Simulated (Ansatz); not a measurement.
# CaF2 (fluorite type): the cost of one run

Computed with Ansatz 0.2.0 (DFT PBE, with the methods named in each step, unless a step's input says otherwise).

### Step 1. The system as given

The structure is cubic, space group Fm-3m (No. 225). Conventional cell: a = 5.511 Å, b = 5.511 Å, c = 5.511 Å, α = 90.00°, β = 90.00°, γ = 90.00°. Ca (site symmetry m-3m) has 8 F at 2.39 Å as nearest neighbours. F (site symmetry -43m) has 4 Ca at 2.39 Å as nearest neighbours.

As a file:

```xyz
3
Lattice="0.0000 2.7555 2.7555 2.7555 0.0000 2.7555 2.7555 2.7555 0.0000" Properties=species:S:1:pos:R:3 pbc="T T T"
Ca    0.0000    0.0000    0.0000
F     1.3777    1.3777    1.3777
F     4.1332    4.1332    4.1332
```

Whether this phase is the stable one at these pressures isn't tested.

Atoms are numbered in the order of the input: Ca1, F2, F3.

### Step 2. The reference volume, LAPW

input.yaml reads:

```yaml
crystal:
  lattice:
    - [0.0, 2.755467458, 2.755467458]
    - [2.755467458, 0.0, 2.755467458]
    - [2.755467458, 2.755467458, 0.0]
  atoms:
    - { symbol: Ca, position: [0.0, 0.0, 0.0] }
    - { symbol: F, position: [0.25, 0.25, 0.25] }
    - { symbol: F, position: [0.75, 0.75, 0.75] }
kpoints:
  mp_grid: { grid: [10, 10, 10] }
  band_path:
    path:
      - [0.0, 0.0, 0.0]
      - [0.5, 0.0, 0.5]
      - [0.625, 0.25, 0.625]
      - [0.375, 0.375, 0.75]
      - [0.0, 0.0, 0.0]
      - [0.5, 0.5, 0.5]
      - [0.5, 0.25, 0.75]
      - [0.5, 0.0, 0.5]
    npoints: 14
scf:
  occupations: { method: fermi_dirac, width: 0.1 }
hamiltonian:
  xc: pbe
  pseudopotentials: { kind: all_electron, lapw: { basis_error: 0.001 } }
output:
  forces: true
  stress: true
  eigenvalues: true
  populations: true
  dos: { projected: true, de: 0.2, e_range: [-14, 8] }
```

On the command line:

```
$ ansatz run input.yaml --threads 1 --pin off --max-ram 3072MiB --backend cpu --events-out ev --progress --plain --runs-dir out
```

Q: Estimate wall time and peak memory on 1 thread of Intel Xeon Platinum 8375C at 2.90GHz (Ice Lake), shared host.

About 17 s, with a peak of 0.36 GiB.
